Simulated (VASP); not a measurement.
Crystal: CaO.

```
Ca O
1.0
     3.07642    0.00000    0.00000
     0.00000    3.07642    0.00000
     0.00000    0.00000    3.07642
Ca O
1 1
Cartesian
  0.0000 0.0000 0.0000
  1.5382 1.5382 1.5382
```

The cell was built by a generator and needn't be a form met in nature.

```yaml
Program: VASP 6.6.1
Task: relaxation of cell and atoms
Functional: PBE
Potentials_or_basis: VASP PAW PBE potentials, release 64 (Ca_sv, O)
Cutoff: 600 eV
k_mesh: 9 × 9 × 9
Occupations: gaussian, width 0.05 eV
Spin: no spin polarisation
```

At the start: pressure -11.0 GPa; volume 14.56 Å³/atom.

Question: Where does the relaxation end?

Answer: Over 3 steps the energy falls by 72.7 meV/atom and the volume is 12.68 Å³/atom (-12.9 %); space group Pm-3m (No. 221, to 0.05 Å).

The path:
| step | energy change (eV) | largest force (eV/Å) | pressure (GPa) | volume (Å³) |
| --- | --- | --- | --- | --- |
| 1 | 0.0000 | 0.0000 | -10.96 | 29.12 |
| 2 | -0.1446 | 0.0000 | 1.06 | 25.12 |
| 3 | -0.1454 | 0.0000 | 0.02 | 25.36 |

Final structure:
```yaml
crystal:
  lattice:
    - [2.93780, 0.00000, 0.00000]
    - [0.00000, 2.93780, 0.00000]
    - [0.00000, 0.00000, 2.93780]
  atoms:
    - { symbol: Ca, position: [0.00000, 0.00000, 0.00000] }
    - { symbol: O, position: [0.50000, 0.50000, 0.50000] }
```
